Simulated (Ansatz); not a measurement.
InAs: clamped-ion strain scan

Computed with Ansatz 0.2.0, DFT PBEsol, scalar-relativistic, plane waves, PAW. Cutoff 420 eV, Γ-centred 14×14×14 k-points, Gaussian smearing of 0.15 eV. No spin polarisation. Energies are free energies at this smearing, counted from the undisturbed cell; pressure is positive in compression.

Reference structure (as given, not relaxed at this level; it stands at 1.1 GPa):

```
CELL_PARAMETERS angstrom
0.00000 3.02400 3.02400
3.02400 0.00000 3.02400
3.02400 3.02400 0.00000
ATOMIC_POSITIONS crystal
In 0.00000 0.00000 0.00000
As 0.75000 0.75000 0.75000
```

The cell is strained by ε times the Voigt pattern (0, 0, 1, 0, 0, 0) (xx, yy, zz, yz, xz, xy; engineering shear) with fractional coordinates fixed. The cell is metallic on the mesh throughout.

```tsv
ε	ΔE (meV/atom)
-0.0400	19.6
-0.0300	12.5
-0.0200	6.8
-0.0100	2.7
0.0000	0.0
0.0100	-1.2
0.0200	-1.0
0.0300	0.5
0.0350	1.8
0.0400	3.4
```

Predict the stress summed along the pattern (GPa, tension positive) at each point.

| ε | stress summed along the pattern (GPa, tension positive) |
| --- | --- |
| -0.0400 | -4.62 |
| -0.0300 | -3.72 |
| -0.0200 | -2.83 |
| -0.0100 | -1.97 |
| 0.0000 | -1.12 |
| 0.0100 | -0.30 |
| 0.0200 | 0.51 |
| 0.0300 | 1.30 |
| 0.0350 | 1.69 |
| 0.0400 | 2.07 |